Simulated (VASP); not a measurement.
# As in VASP: reference runs

Aim: a first look at As with PBE, on the cell as given.

All numbers are computed with VASP 6.6.1; they aren't measurements. Logs are shortened: lines on timing, memory, paths and dates and some standing lists are left out, and cuts for length are marked.

## Step 1: The cell of the first run

The cell holds a slab with vacuum, 8 atoms: a = 3.759 Å, b = 4.106 Å, c = 23.540 Å, α = 90.00°, β = 90.00°, γ = 90.00°.

The slab is cut from a database's or a generator's crystal, which needn't be the stable form of the element.

## Step 2: Single point, PBE (the (0 1 2) slab of As, cut from the database cell, not relaxed)

File INCAR:

```
SYSTEM = As
ALGO = Normal
DIPOL = 0.5 0.5 0.500
EDIFF = 1E-7
ENCUT = 520
GGA = PE
IDIPOL = 3
ISIF = 2
ISMEAR = -1
LASPH = .TRUE.
LCHARG = .TRUE.
LDIPOL = .TRUE.
LELF = .TRUE.
LREAL = .FALSE.
LVACPOTAV = .TRUE.
LVHAR = .TRUE.
LWAVE = .FALSE.
NBANDS = 30
NELM = 60
PREC = Accurate
SIGMA = 0.05
```

File KPOINTS:

```
k-points
0
G
  7 7 1
  0 0 0
```

File POSCAR:

```
As
1.0
    3.7594989150      0.0000000000      0.0000000000
    0.0000000000      4.1063207202      0.0000000000
    0.0000000000      0.0000000000     23.5396967320
As
8
Direct
    0.5000000000      0.0727867913      0.3186107317
    0.0000000000      0.6698942804      0.3291588584
    0.0000000000      0.6536804818      0.4360208683
    0.5000000000      0.2507879710      0.4465689950
    0.5000000000      0.2345741724      0.5534310050
    0.0000000000      0.8316816615      0.5639791317
    0.0000000000      0.8154678629      0.6708411416
    0.5000000000      0.4125753521      0.6813892683
```

Potentials or basis: VASP PAW PBE potentials, release 64 (As).

Started as:

```console
$ cat potpaw_PBE.64/As/POTCAR > POTCAR
$ mpirun -np 1 vasp_std > vasp.out
```

OUTCAR:

```text
SYSTEM = As
   EDIFF = 1E-7
   ENCUT = 520
   GGA = PE
   ISIF = 2
   ISMEAR = -1
   LASPH = .TRUE.
   LREAL = .FALSE.
   NELM = 60
   PREC = Accurate

 ion  position               nearest neighbor table
   1  0.500  0.073  0.319-   2 2.52   2 2.52
   2  0.000  0.670  0.329-   3 2.52   1 2.52   1 2.52
   3  0.000  0.654  0.436-   2 2.52   4 2.52   4 2.52
   4  0.500  0.251  0.447-   3 2.52   3 2.52   5 2.52
   5  0.500  0.235  0.553-   6 2.52   6 2.52   4 2.52
   6  0.000  0.832  0.564-   7 2.52   5 2.52   5 2.52
   7  0.000  0.815  0.671-   6 2.52   8 2.52   8 2.52
   8  0.500  0.413  0.681-   7 2.52   7 2.52

  LATTYP: Found a simple orthorhombic cell.
 ALAT       =     3.7594989150
 B/A-ratio  =     1.0922521360
 C/A-ratio  =     6.2613920802

  Lattice vectors:

 A1 = (   3.7594989150,   0.0000000000,   0.0000000000)
 A2 = (   0.0000000000,   4.1063207202,   0.0000000000)
 A3 = (   0.0000000000,   0.0000000000,  23.5396967320)

Analysis of symmetry for initial positions (statically):
=====================================================================
 Subroutine PRICEL returns:
 Original cell was already a primitive cell.

 Routine SETGRP: Setting up the symmetry group for a
 simple orthorhombic supercell.

 Subroutine GETGRP returns: Found  4 space group operations
 (whereof  2 operations were pure point group operations)
 out of a pool of  8 trial point group operations.

The static configuration has the point symmetry C_1h.
 The point group associated with its full space group is C_2h.

Analysis of symmetry for dynamics (positions and initial velocities):
=====================================================================
 Subroutine PRICEL returns:
 Original cell was already a primitive cell.

 Routine SETGRP: Setting up the symmetry group for a
 simple orthorhombic supercell.

 Subroutine GETGRP returns: Found  4 space group operations
 (whereof  2 operations were pure point group operations)
 out of a pool of  8 trial point group operations.

The dynamic configuration has the point symmetry C_1h.
 The point group associated with its full space group is C_2h.

 Subroutine INISYM returns: Found  4 space group operations
 (whereof  2 operations are pure point group operations),
 and found     1 'primitive' translations

----------------------------------------------------------------------------------------

                                     Primitive cell

  volume of cell :     363.3990

  direct lattice vectors                    reciprocal lattice vectors
     3.759498915  0.000000000  0.000000000     0.265992895  0.000000000  0.000000000
     0.000000000  4.106320720  0.000000000     0.000000000  0.243527008  0.000000000
     0.000000000  0.000000000 23.539696732     0.000000000  0.000000000  0.042481431

  length of vectors
     3.759498915  4.106320720 23.539696732     0.265992895  0.243527008  0.042481431

  position of ions in fractional coordinates (direct lattice)
     0.500000000  0.072786791  0.318610732
     0.000000000  0.669894280  0.329158858
     0.000000000  0.653680482  0.436020868
     0.500000000  0.250787971  0.446568995
     0.500000000  0.234574172  0.553431005
     0.000000000  0.831681661  0.563979132
     0.000000000  0.815467863  0.670841142
     0.500000000  0.412575352  0.681389268

  ion indices of the primitive-cell ions
   primitive index   ion index
                 1           1
                 2           2
                 3           3
                 4           4
                 5           5
                 6           6
                 7           7
                 8           8

----------------------------------------------------------------------------------------

 KPOINTS: k-points

Automatic generation of k-mesh.
 Grid dimensions read from file:
 generate k-points for:    7    7    1

 Generating k-lattice:

  Cartesian coordinates                     Fractional coordinates (reciprocal lattice)
     0.037998985  0.000000000  0.000000000     0.142857143  0.000000000  0.000000000
     0.000000000  0.034789573  0.000000000     0.000000000  0.142857143  0.000000000
     0.000000000  0.000000000  0.042481431     0.000000000  0.000000000  1.000000000

  Length of vectors
     0.037998985  0.034789573  0.042481431

  Shift w.r.t. Gamma in fractional coordinates (k-lattice)
     0.000000000  0.000000000  0.000000000

 Subroutine IBZKPT returns following result:
 ===========================================

 Found     16 irreducible k-points:

 Following reciprocal coordinates:
            Coordinates               Weight
  0.000000  0.000000  0.000000      1.000000
  0.142857  0.000000  0.000000      2.000000
  0.285714  0.000000  0.000000      2.000000
  0.428571  0.000000  0.000000      2.000000
  0.000000  0.142857  0.000000      2.000000
  0.142857  0.142857  0.000000      4.000000
[... 8 lines left out ...]
  0.285714  0.428571  0.000000      4.000000
  0.428571  0.428571  0.000000      4.000000
   k-points           NKPTS =     16   k-points in BZ     NKDIM =     16   number of bands    NBANDS=     30
   number of dos      NEDOS =    301   number of ions     NIONS =      8
   total plane-waves  NPLWV = 161280
   dimension x,y,z NGX =    28 NGY =   32 NGZ =  180
   dimension x,y,z NGXF=    56 NGYF=   64 NGZF=  360
   ions per type =               8
   NGX,Y,Z   is equivalent  to a cutoff of  12.38, 12.96, 12.71 a.u.
   NGXF,Y,Z  is equivalent  to a cutoff of  24.76, 25.91, 25.42 a.u.
 SYSTEM =  As
   PREC   = accura    normal or accurate (medium, high low for compatibility)
   ISTART =      0    job   : 0-new  1-cont  2-samecut
   ICHARG =      2    charge: 1-file 2-atom 10-const
   ISPIN  =      1    spin polarized calculation?
   LNONCOLLINEAR =      F non collinear calculations
   LSORBIT =      F    spin-orbit coupling
   LASPH  =      T    aspherical Exc in radial PAW
   ENCUT  =  520.0 eV  38.22 Ry    6.18 a.u.   6.99  7.64 43.77*2*pi/ulx,y,z
   NELM   =     60;   NELMIN=  2; NELMDL= -5     # of ELM steps
   EDIFF  = 0.1E-06   stopping-criterion for ELM
   LREAL  =      F    real-space projection
   EDIFFG = 0.1E-05   stopping-criterion for IOM
   NSW    =      0    number of steps for IOM
   IBRION =     -1    ionic relax: 0-MD 1-quasi-New 2-CG
   NFREE  =      0    steps in history (QN), initial steepest desc. (CG)
   ISIF   =      2    stress and relaxation
   ISYM   =      2    0-nonsym 1-usesym 2-fastsym
   POTIM  = 0.5000    time-step for ionic-motion
   TEBEG  =    0.0;   TEEND  =   0.0 temperature during run
   PSTRESS=    0.0 pullay stress
   NELECT =      40.0000    total number of electrons
   NUPDOWN=      -1.0000    fix difference up-down
   EMIN   =  10.00;   EMAX   =-10.00  energy-range for DOS
   EFERMI =   0.00;   METHOD = LEGACY
   ISMEAR =    -1;   SIGMA  =   0.05  broadening in eV -4-tet -1-fermi 0-gaus
   EFERMI_NEDOS =   21; number of points for ismear=-14 and -15
   IALGO  =     38    algorithm
   IMIX   =      4    mixing-type and parameters
     AMIX     =   0.40;   BMIX     =  1.00
     AMIX_MAG =   1.60;   BMIX_MAG =  1.00
  volume/ion in A,a.u.               =      45.42       306.54
  Fermi-wavevector in a.u.,A,eV,Ry     =   0.784573  1.482629  8.375141  0.615555
  Thomas-Fermi vector in A             =   1.888734
   LORBIT       =      0    0 simple, 1 ext, 2 COOP (PROOUT), +10 PAW based schemes
   GGA     = PE    functional components
   LHFCALC =     F    Hartree Fock is set to
   AEXX    =    0.0000 exact exchange contribution
   IVDW    =     0    specifies the selected vdW correction
   LEPSILON=     F    determine dielectric tensor
   LRPA    =     F    only Hartree local field effects (RPA)
 non-spin polarized calculation
  energy-cutoff  :      520.00
  volume of cell :      363.40
 maximum number of plane-waves:      9822
 NGX is ok and might be reduce to    28
   NGX = 13   NGY = 15   NGZ = 87

 number of electron      40.0000005 magnetization

 dipolmoment           0.000000      0.000000     -0.000000 electrons x Angstroem

 Free energy of the ion-electron system (eV)
  ---------------------------------------------------
  ext. energy  EPLUGINS =         0.00000000
  ---------------------------------------------------
  free energy    TOTEN  =       -36.44686544 eV

  energy without entropy =      -36.44140312  energy(sigma->0) =      -36.44413428

 E-fermi :  -0.0187     XC(G=0):  -5.3177

 val. band max:       -0.1337163414   @ k =   0.0000   0.4286   0.0000
 cond. band min:       0.1184320994   @ k =   0.0000   0.4286   0.0000
 fundamental gap:      0.2521484408
 Fermi energy:        -0.0186717514

 k-point     1 :       0.0000    0.0000    0.0000
  band No.  band energies     occupation
      1     -14.6899      2.00000
      2     -13.9419      2.00000
      3     -12.9992      2.00000
      4     -12.3026      2.00000
      5      -8.9764      2.00000
      6      -7.8699      2.00000
[... 22 lines left out ...]
     29       4.1011      0.00000
     30       4.3386      0.00000

 k-point     2 :       0.1429    0.0000    0.0000
  band No.  band energies     occupation
      1     -14.4999      2.00000
      2     -13.7534      2.00000
      3     -12.8112      2.00000
      4     -12.1058      2.00000
      5      -9.3566      2.00000
      6      -8.3428      2.00000
[... 22 lines left out ...]
     29       3.5353      0.00000
     30       4.2455      0.00000

 k-point     3 :       0.2857    0.0000    0.0000
  band No.  band energies     occupation
      1     -13.9388      2.00000
      2     -13.2015      2.00000
      3     -12.2743      2.00000
      4     -11.5218      2.00000
      5     -10.3792      2.00000
      6      -9.5091      2.00000
[... 418 lines left out ...]
     29       4.7067      0.00000
     30       4.9938      0.00000

 k-point    16 :       0.4286    0.4286    0.0000
  band No.  band energies     occupation
      1     -12.2985      2.00000
      2     -11.9928      2.00000
      3     -11.6838      2.00000
      4     -10.6413      2.00000
      5     -10.2281      2.00000
      6      -9.7348      2.00000
[... 22 lines left out ...]
     29       5.7081      0.00000
     30       6.1344      0.00000

------------------------ aborting loop because EDIFF is reached ----------------------------------------

  FORCE on cell =-STRESS in cart. coord.  units (eV):
  Direction    XX          YY          ZZ          XY          YZ          ZX
  --------------------------------------------------------------------------------------
  -------------------------------------------------------------------------------------
  Total        0.1719580      1.3454649      0.3420207      0.0000000     -1.3702612      0.0000000
  in kB        0.7581399      5.9319744      1.5079234      0.0000000     -6.0412977      0.0000000
  external PRESSURE =       2.7326792 kB  Pullay stress =       0.0000000 kB

 VOLUME and BASIS-vectors are now :
 -----------------------------------------------------------------------------
  energy-cutoff  :      520.00
  volume of cell :      363.40
      direct lattice vectors                 reciprocal lattice vectors
     3.759498915  0.000000000  0.000000000     0.265992895  0.000000000  0.000000000
     0.000000000  4.106320720  0.000000000     0.000000000  0.243527008  0.000000000
     0.000000000  0.000000000 23.539696732     0.000000000  0.000000000  0.042481431

 POSITION                                       TOTAL-FORCE (eV/Angst)
 -----------------------------------------------------------------------------------
      1.87975      0.29889      7.50000         0.000000     -0.231189      0.254599
      0.00000      2.75080      7.74830         0.000000      0.448440     -0.054770
      0.00000      2.68422     10.26380         0.000000      0.049229      0.180286
      1.87975      1.02982     10.51210         0.000000     -0.163013     -1.042215
      1.87975      0.96324     13.02760         0.000000      0.163013      1.042215
      0.00000      3.41515     13.27590         0.000000     -0.049229     -0.180286
      0.00000      3.34857     15.79140         0.000000     -0.448440      0.054770
      1.87975      1.69417     16.03970         0.000000      0.231189     -0.254599
 -----------------------------------------------------------------------------------
    total drift:                                0.000000      0.000001     -0.000004

  FREE ENERGIE OF THE ION-ELECTRON SYSTEM (eV)
  ---------------------------------------------------
  free  energy   TOTEN  =       -36.4468654396 eV

  energy  without entropy=      -36.4414031218  energy(sigma->0) =      -36.44413428

 vacuum level on the upper side and lower side of the slab         4.640         4.640
```

Run time: 3.1 min. Hardware: 1 thread of Intel Xeon 6975P-C (Granite Rapids), shared host; peak memory 0.43 GiB.

Results:

| Quantity | Value |
| --- | --- |
| Free energy | -36.4469 eV |
| Largest force | 1.055 eV/Å |
| Band gap on the k mesh | none (metal or under the smearing width) |
| Work function of the upper face | 4.66 eV |
| Work function of the lower face | 4.66 eV |

Forces on the atoms (eV/Å):
```
As   0.000 -0.231  0.255
As   0.000  0.448 -0.055
As   0.000  0.049  0.180
As   0.000 -0.163 -1.042
As   0.000  0.163  1.042
As   0.000 -0.049 -0.180
As   0.000 -0.448  0.055
As   0.000  0.231 -0.255
```
